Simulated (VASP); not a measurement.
Input of a VASP 6.6.1 run:

POSCAR

```
RbBr
1.0
    4.3117507785      0.0000000000      0.0000000000
    0.0000000000      4.1018105372      0.0000000000
    0.0000000000      0.0000000000      4.1018105372
Rb Br
1 1
Direct
    0.0000000000      0.0000000000      0.0000000000
    0.5000000000      0.5000000000      0.5000000000
```

File INCAR.step1:

```
PREC = Accurate ; ENCUT = 520
ISMEAR = 0 ; SIGMA = 0.02
LREAL = F ; LASPH = T
NELM = 100 ; NBANDS = 15
GGA = PE ; ALGO = Normal
EDIFF = 1E-4 ; LWAVE = T
LCHARG = F
```

Contents of INCAR.step2:

```
PREC = Accurate ; ENCUT = 520
EDIFF = 1E-6 ; ISMEAR = 0
SIGMA = 0.02 ; LREAL = F
LASPH = T ; NELM = 100
ALGO = Normal ; ISIF = 2
LWAVE = F ; LCHARG = F
METAGGA = R2SCAN ; LMIXTAU = T
NBANDS = 15 ; ISTART = 1
```

The input KPOINTS:

```
Automatic mesh
0
Gamma
  6 6 6
```

Potentials or basis: VASP PAW PBE potentials, release 64 (Rb_sv, Br).

The run is started by

```sh
$ cat potpaw_PBE.64/Rb_sv/POTCAR potpaw_PBE.64/Br/POTCAR > POTCAR
$ cp INCAR.step1 INCAR
$ mpirun -np 1 vasp_std > vasp.out
$ cp INCAR.step2 INCAR
$ mpirun -np 1 vasp_std > vasp.out
```

Problem. What does it give for the band gap on the k mesh?

Solution. 4.60 eV, indirect (least direct gap 4.75 eV).

Problem. Predict the pressure.

Solution. -0.5 GPa.

Stress tensor (GPa, compression positive):
```
-1.45  0.00  0.00
 0.00  0.02  0.00
 0.00  0.00  0.02
```

Caveat: the PAW data sets were made with another functional, which shifts forces and pressure a little. A k mesh can miss the band edges.
